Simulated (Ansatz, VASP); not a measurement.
Given: the input of a run of Ansatz 0.2.0 on PbSe.

File input.yaml:

```yaml
crystal:
  lattice:
    - [3.7070692621, 0.0, 0.0]
    - [0.0, 3.7070692621, 0.0]
    - [0.0, 0.0, 3.7070692621]
  atoms:
    - { symbol: Pb, position: [0.0, 0.0, 0.0] }
    - { symbol: Se, position: [0.5, 0.5, 0.5] }
kpoints:
  mp_grid: { grid: [7, 7, 7] }
scf:
  occupations: { method: fermi_dirac, width: 0.05 }
hamiltonian:
  xc: lda
  pseudopotentials: { kind: all_electron, lapw: { basis_error: 0.001 } }
output:
  forces: true
  stress: true
  eigenvalues: true
```

Potentials or basis: all-electron LAPW, scalar-relativistic.

Command:

```console
$ ansatz run input.yaml --threads 1 --pin off --max-ram 3072MiB --backend cpu --events-out ev --progress --plain --runs-dir out
```

**Question.** Set up the same calculation for VASP 6.6.1. Potentials there: VASP PAW LDA potentials, release 64 (Pb_d, Se).

**Answer.** As run (the cutoff follows the program's own potentials):

File INCAR:

```
SYSTEM = PbSe
PREC = Accurate
ENCUT = 520
EDIFF = 1E-7
ISMEAR = -1
SIGMA = 0.05
LREAL = .FALSE.
LASPH = .TRUE.
NELM = 60
ALGO = Normal
ISIF = 2
LWAVE = .FALSE.
LCHARG = .TRUE.
LELF = .TRUE.
LVHAR = .TRUE.
NBANDS = 17
```

KPOINTS

```
regular mesh
0
G
  7 7 7
  0 0 0
```

File POSCAR:

```
PbSe
1.0
    3.7070692621      0.0000000000      0.0000000000
    0.0000000000      3.7070692621      0.0000000000
    0.0000000000      0.0000000000      3.7070692621
Pb Se
1 1
Direct
    0.0000000000      0.0000000000      0.0000000000
    0.5000000000      0.5000000000      0.5000000000
```

Potentials or basis: VASP PAW LDA potentials, release 64 (Pb_d, Se).

Launch:

```sh
$ cat potpaw_LDA.64/Pb_d/POTCAR potpaw_LDA.64/Se/POTCAR > POTCAR
$ mpirun -np 1 vasp_std > vasp.out
```

Both were run:

|  | VASP | Ansatz | Ansatz less VASP |
| --- | --- | --- | --- |
| gap on the k mesh at the Fermi level (eV) | none | none | - |
| pressure (GPa) | -1.8 | -1.9 | -0.09 |

A gap of «none» marks a metal or a gap that the smearing closes. Ansatz ran all-electron here, so the differences hold the error of VASP's frozen core and of both bases.

The runs have no spin-orbit coupling, so splittings on Pb are missing.
